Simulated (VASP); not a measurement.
Wanted: the native input for a VASP 6.6.1 run.

```yaml
Task: relaxation of cell and atoms
Functional: PBE
Potentials_or_basis: VASP PAW PBE potentials, release 64 (K_sv, Cl)
Cutoff: 600 eV
k_mesh: 8 × 8 × 8
Occupations: gaussian, width 0.03 eV
Spin: no spin polarisation
Further_INCAR_settings: ALGO = Normal; EDIFF = 1e-07; IBRION = 2; EDIFFG = -0.005; NSW = 90; ISIF = 3
```

The structure of KCl (Sylvite) lies in POSCAR:

```
KCl                                     
1.0
    0.0000000000      3.1936514230      3.1936514230
    3.1936514230     -0.0000000000      3.1936514230
    3.1936514230      3.1936514230      0.0000000000
  K               Cl            
     1     1
Direct
     0.0000000000000000    0.0000000000000000    0.0000000000000000
     0.5000000000000000    0.5000000000000000    0.5000000000000000
```

These files were run (other wordings do the same):

INCAR

```
PREC     = Accurate       # precision mode
ENCUT    = 600            # plane-wave cutoff, eV
EDIFF    = 1E-7           # SCF threshold, eV
ISMEAR   = 0              # smearing method
SIGMA    = 0.03           # smearing width, eV
LREAL    = False          # projectors in reciprocal space
LASPH    = True           # aspherical terms in the spheres
NELM     = 80             # most SCF steps
ALGO     = Normal         # electronic algorithm
ISIF     = 3              # what is computed and relaxed
LWAVE    = False          # write WAVECAR
LCHARG   = False          # write CHGCAR
GGA      = PE             # functional
IBRION   = 2              # ionic algorithm
NSW      = 90             # ionic steps
EDIFFG   = -0.005         # ionic threshold
```

KPOINTS

```
Automatic mesh
0
Gamma
  8 8 8
```

Potentials or basis: VASP PAW PBE potentials, release 64 (K_sv, Cl).

Run with:

```console
$ cat potpaw_PBE.64/K_sv/POTCAR potpaw_PBE.64/Cl/POTCAR > POTCAR
$ mpirun -np 1 vasp_std > vasp.out
```

It gave:

```json
{
  "Pressure after relaxing": "0.0 GPa",
  "Band gap on the k mesh": "5.04 eV, direct"
}
```

Caveat: the relaxation stopped at its first step, so nothing moved.

Run time: 13 s on 1 thread of Intel(R) Xeon(R) 6975P-C (Granite Rapids), with other jobs on the host, peak memory 0.2 GiB.
